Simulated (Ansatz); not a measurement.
**Si in Ansatz: the effect of dispersion**

The system is Si.

```
CELL_PARAMETERS angstrom
0.00000 2.72185 2.72185
2.72185 0.00000 2.72185
2.72185 2.72185 0.00000
ATOMIC_POSITIONS crystal
Si 0.50000 0.50000 0.50000
Si 0.75000 0.75000 0.75000
```

Alike in all runs:

```yaml
Program: Ansatz 0.2.0
Task: relaxation of cell and atoms
Functional: revPBE
Potentials_or_basis: all-electron LAPW, scalar-relativistic
Basis_error_allowed: 0.001 eV/atom
k_mesh: 8 × 8 × 8
Occupations: fermi-dirac, width 0.05 eV
Spin: no spin polarisation
```

Each run relaxes the cell or the atoms first.

```tsv
dispersion	gap on the mesh (eV)	relaxed volume (Å³/atom)
none	?	?
D3(BJ)	0.62	19.61
D4	0.62	19.61
```

What does the run with dispersion none give?

gap on the mesh 0.71 eV; relaxed volume 20.72 Å³/atom.

A k mesh can miss the band edges.

Runs at the PBE level aren't shown here.
